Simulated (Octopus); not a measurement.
BaS under changes of volume

One of the cells (32.576 Å³/atom); the others are scaled copies at fixed shape and fractional positions:

```
CELL_PARAMETERS angstrom
0.00000 3.19375 3.19375
3.19375 0.00000 3.19375
3.19375 3.19375 0.00000
ATOMIC_POSITIONS crystal
Ba 0.00000 0.00000 0.00000
S 0.50000 0.50000 0.50000
```

- Program: Octopus 16.4
- Functional: PBEsol
- Potentials or basis: pseudodojo_pbesol (PseudoDojo 0.4, PBEsol)
- Grid spacing: 0.161 Å
- k mesh: 7 × 7 × 7
- Occupations: fermi-dirac, width 0.05 eV
- Spin: no spin polarisation

```csv
volume (Å³/atom),energy over the lowest point (meV/atom),gap on the mesh (eV)
30.622,12.09,1.97
31.273,?,?
31.925,0.00,2.05
32.576,1.00,2.08
33.228,5.62,2.11
33.879,13.58,2.14
34.531,24.30,2.17
```

Task: What does the run at 31.273 Å³/atom give?

Result: Energy over the lowest point 1.75 meV/atom; gap on the mesh 2.01 eV.

Worked out: A Birch-Murnaghan fit of order 3 (a polynomial in V^(-2/3)) to the other rows has its minimum at 32.10 Å³/atom with B0 = V·E''(V) = 51 GPa and B' = 6.4. It gives 3.51 meV/atom at 31.273 Å³/atom, against the run's 1.75. A straight line through the other rows of the gap, of slope 1.64 eV per unit of ln V, gives 2.01 eV, against the run's 2.01.

Energies are extrapolated to zero smearing.

Caveats: spin-orbit coupling is left out, which moves the levels of the heavy elements; an odd mesh through Γ misses points on the zone boundary, where band edges often lie.
